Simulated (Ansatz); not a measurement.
Input of an Ansatz 0.2.0 run:

Contents of input.yaml:

```yaml
crystal:
  lattice:
    - [3.724, 0.0, 0.0]
    - [-1.862, 3.2250786037, 0.0]
    - [0.0, 0.0, 5.062]
  atoms:
    - { symbol: Pt, position: [0.0, 0.0, 0.0] }
    - { symbol: Se, position: [0.6666666667, 0.3333333333, 0.75] }
    - { symbol: Se, position: [0.3333333333, 0.6666666667, 0.25] }
hamiltonian:
  xc: lda
  pseudopotentials: { kind: paw }
kpoints:
  mp_grid: { grid: [8, 8, 5] }
scf:
  occupations: { method: fermi_dirac, width: 0.05 }
  n_extra_bands: 7
output:
  forces: true
  stress: true
  eigenvalues: true
  dos: { projected: true, de: 0.05, nscf_kmesh: { grid: [12, 12, 8] } }
  write_density: true
  write_potential: true
  elf: true
  volumetric_format: npy
```

Potentials or basis: Ansatz PAW.

Run with:

```console
$ ansatz run input.yaml --threads 2 --pin off --max-ram 5632MiB --backend cpu --events-out ev --progress --plain --runs-dir out
```

Predict the density of states at the Fermi level.

0.24 states/eV per cell.

Estimate the largest force.

0.196 eV/Å.

Predict the pressure.

-0.5 GPa.

Predict the band gap on the k mesh.

none (metal or under the smearing width).

Stress tensor (GPa, compression positive):
```
-0.15  0.00  0.00
 0.00 -0.15  0.00
 0.00  0.00 -1.14
```

Caveat: the PAW data sets come from PBE, with cores solved anew for the run's functional, which leaves a small shift of forces and pressure; the density of states is complete only up to the lowest level of the last band computed. Spin-orbit coupling is left out, which matters for the levels of Pt.
